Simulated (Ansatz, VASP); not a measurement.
## Two plane-wave programs on S6

```
CELL_PARAMETERS angstrom
12.70000 0.00000 0.00000
0.00000 12.80000 0.00000
0.00000 0.00000 10.30000
ATOMIC_POSITIONS crystal
S 0.54587 0.63936 0.54366
S 0.35542 0.46974 0.54366
S 0.59870 0.39090 0.54366
S 0.45413 0.36064 0.45634
S 0.64458 0.53026 0.45634
S 0.40130 0.60910 0.45634
```

Alike in both runs: task single point; functional PBE; dispersion D3(BJ); k mesh 1 × 1 × 1; occupations gaussian, width 0.01 eV; no spin polarisation.

```csv
,VASP,Ansatz
version,VASP 6.6.1,Ansatz 0.2.0
potentials or method,"VASP PAW PBE potentials, release 64 (S)","scalar-relativistic, plane waves, PAW"
plane-wave cutoff (eV),520,420
valence electrons in the cell,36,36
```

VASP gave:

* gap on the k mesh at the Fermi level (eV): 2.95
* least direct gap on the mesh (eV): 2.95
* rms of the force components (eV/Å): 0.135

Problem. Which values does Ansatz return?

Solution. gap on the k mesh at the Fermi level (eV): 2.90; least direct gap on the mesh (eV): 2.90; rms of the force components (eV/Å): 0.062.

Atom by atom the forces differ by 0.074 eV/Å (rms over components).

PBE gaps usually lie below the measured ones, often by a third to a half.
